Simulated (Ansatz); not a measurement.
TaN, 2 atoms in the cell. It takes space group Pm-3m (No. 221, cubic). The conventional cell has a = 2.732 Å, b = 2.732 Å, c = 2.732 Å, α = 90.00°, β = 90.00°, γ = 90.00°. Ta (site symmetry m-3m) has 8 N at 2.37 Å as nearest neighbours. N (site symmetry m-3m) is surrounded by 8 Ta at 2.37 Å. The cell comes from a database or a generator and needn't be the stable form of this composition.

```yaml
Program: Ansatz 0.2.0
Task: single point
Functional: PBE
Potentials_or_basis: all-electron LAPW, scalar-relativistic
Cutoff: 305 eV (chosen from the basis error)
Basis_error_allowed: 0.001 eV/atom
k_mesh: 10 × 10 × 10
Occupations: fermi-dirac, width 0.05 eV
Spin: no spin polarisation
```

Potentials or basis: all-electron LAPW, scalar-relativistic.

Launch:

```bash
$ ansatz run input.yaml --threads 1 --pin off --max-ram 3072MiB --backend cpu --events-out ev --progress --plain --runs-dir out
```

Hardware: 1 thread of Arm Neoverse V2, on a shared host.

Question: How long does it take, and how much memory?

Answer: It took 10 s on 1 thread of Arm Neoverse V2, with other jobs on the host, peak memory 0.34 GiB. Counts: scf iterations 8, plane waves 251, k points 56, bands 30.
